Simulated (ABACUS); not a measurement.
Set up this calculation in ABACUS 3.10.1, as the native input.

- Task: single point
- Functional: PBE
- Potentials or basis: PseudoDojo NC SR 0.4.1 PBE standard
- Cutoff: 1075 eV
- Density cutoff: 4299 eV
- Basis: plane waves
- k mesh: 11 × 11 × 10
- Occupations: fermi-dirac, width 0.05 eV
- Spin: no spin polarisation
- Radial cutoff of the potentials (pseudo_rcut): 7 bohr
- SCF threshold on the density: 1e-08
- Max SCF steps: 100
- Eigensolver: dav
- Mixing: broyden
- Mixing share: 0.7
- Symmetry key: 1
- Bands: 11

The system is Ge.

```
Ge
1.0
     1.39715   -2.60052    0.00000
     1.39715    2.60052    0.00000
     0.00000    0.00000    2.69823
Ge
1
Cartesian
  1.3971 0.0000 0.0000
```

This isn't the form of Ge at room conditions, which is diamond.

One way to write it, as run:

INPUT

```
INPUT_PARAMETERS
suffix              Ge
calculation         scf
basis_type          pw
pseudo_dir          ./
symmetry            1
dft_functional      pbe
ecutwfc             79
pseudo_rcut         7
nspin               1
nbands              11
ks_solver           dav
smearing_method     fd
smearing_sigma      0.00367493
scf_thr             1e-08
scf_nmax            100
mixing_type         broyden
mixing_beta         0.7
cal_force           1
cal_stress          1
out_chg             1
out_pot             2
out_elf             1
```

STRU

```
ATOMIC_SPECIES
Ge 72.6300 Ge.upf

LATTICE_CONSTANT
1.8897261246

LATTICE_VECTORS
1.3971490000 -2.6005160000 0.0000000000
1.3971490000 2.6005160000 0.0000000000
0.0000000000 0.0000000000 2.6982310000

ATOMIC_POSITIONS
Direct

Ge
0.0
1
0.5000000000 0.5000000000 0.0000000000 1 1 1
```

KPT

```
K_POINTS
0
Gamma
11 11 10 0 0 0
```

Potentials or basis: PseudoDojo NC SR 0.4.1 PBE standard, plane waves.

The run is started by

```console
$ OMP_NUM_THREADS=1 mpirun -np 4 abacus > log
```

Results of the run:

The pressure is -0.6 GPa and the band gap on the k mesh is none (metal or under the smearing width).

Run time: 11 s on 4 MPI ranks on AMD EPYC 7R13 Processor (Zen 3) (shared host), peak memory 0.24 GiB a rank.
